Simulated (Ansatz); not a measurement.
# Pressure against volume: ZnO

```
CELL_PARAMETERS angstrom
3.24940 0.00000 0.00000
-1.62470 2.81406 0.00000
0.00000 0.00000 5.20380
ATOMIC_POSITIONS crystal
Zn 0.33333 0.66667 0.00000
Zn 0.66667 0.33333 0.50000
O 0.33333 0.66667 0.38210
O 0.66667 0.33333 0.88210
```

Structure: COD 9004178, as refined from experiment and not relaxed.

All numbers are computed: DFT, PBE, all-electron LAPW, scalar-relativistic (Ansatz 0.2.0); DFT, PBE, PAW with Ansatz's default frozen-core files, scalar-relativistic (Ansatz 0.2.0).

For LAPW: a Γ-centred 11×11×6 k mesh, Fermi–Dirac smearing of 0.02 eV, basis error target 0.5 meV/atom, no spin polarisation. PAW takes a cutoff of 420 eV at this cell. The Ansatz runs share mesh, smearing and spin set-up. Plane-wave (PAW) pressures include the program's estimate of the Pulay term.

The cell above is scaled evenly, with fractional coordinates and shape held.

| V/V(cell) | V (Å³/atom) | P, LAPW (GPa) | P, PAW (GPa) | gap on the k mesh, LAPW (eV) | free energy over the lowest listed, PAW (meV/atom) |
| --- | --- | --- | --- | --- | --- |
| 0.9400 | 11.182 | 15.46 | 15.57 | 0.91 | 50.8 |
| 0.9600 | 11.420 | 11.54 | 11.64 | 0.88 | 30.6 |
| 0.9800 | 11.658 | 8.02 | 8.11 | 0.85 | 16.0 |
| 0.9900 | 11.777 | 6.39 | 6.49 | 0.84 | 10.6 |
| 1.0000 | 11.896 | 4.85 | 4.94 | 0.82 | 6.3 |
| 1.0100 | 12.015 | 3.38 | 3.48 | 0.81 | 3.2 |
| 1.0200 | 12.134 | 2.00 | 2.09 | 0.79 | 1.2 |
| 1.0400 | 12.372 | -0.57 | -0.48 | 0.76 | 0.0 |
| 1.0600 | 12.610 | -2.88 | -2.80 | 0.73 | 2.5 |

What do Birch–Murnaghan fits to the pressures give?

LAPW: V0 = 12.32 Å³/atom, B0 = 129 GPa, B0′ = 4.4; PAW: V0 = 12.33 Å³/atom, B0 = 129 GPa, B0′ = 4.4.

PAW's V0 lies 0.07 % from the all-electron value and its B0 -0.1 %. With shape and internal coordinates held, B0 is an upper bound to the relaxed modulus.
